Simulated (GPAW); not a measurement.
ZnO (zincite) in GPAW: the effect of strain hydrostatic

ZnO (zincite):

```xyz
4
Lattice="3.1193 0.0000 0.0000 -1.5597 2.7014 0.0000 0.0000 0.0000 4.9975" Properties=species:S:1:pos:R:3 pbc="T T T"
Zn    1.5597    0.9005    0.0000
Zn    0.0000    1.8009    2.4987
O     0.0000    1.8009    4.3928
O     1.5597    0.9005    1.8941
```

Alike in all runs:

```yaml
Program: GPAW 26.7.0
Task: band structure
Functional: PBEsol
Potentials_or_basis: PAW data sets generated in the run's folder for this functional
Cutoff: 800 eV
Basis: pw
k_mesh: 8 × 8 × 5
Occupations: fermi-dirac, width 0.05 eV
Spin: no spin polarisation
Maxiter: 150
Band_path: GMKGALHA,LM,KH
Band_points: 60
```

Problem. One run gave: gap on the mesh 0.52 eV; pressure -14.0 GPa; largest force 0.03 eV/Å. Which strain hydrostatic did it use?
A. 0.02
B. 0.04
C. -0.01
D. 0.01
E. 0

Solution. B.

```tsv
strain hydrostatic	gap on the mesh (eV)	pressure (GPa)	largest force (eV/Å)
-0.04	0.86	20.7	0.11
-0.02	0.78	8.1	0.08
-0.01	0.73	2.9	0.07
0	0.69	-1.5	0.06
0.01	0.65	-5.4	0.05
0.02	0.61	-8.7	0.04
0.04	0.52	-14.0	0.03
```

Caveats: the density grid can change from cell to cell, which puts small steps into energies and stress.

Runs at the PBE level aren't shown here.
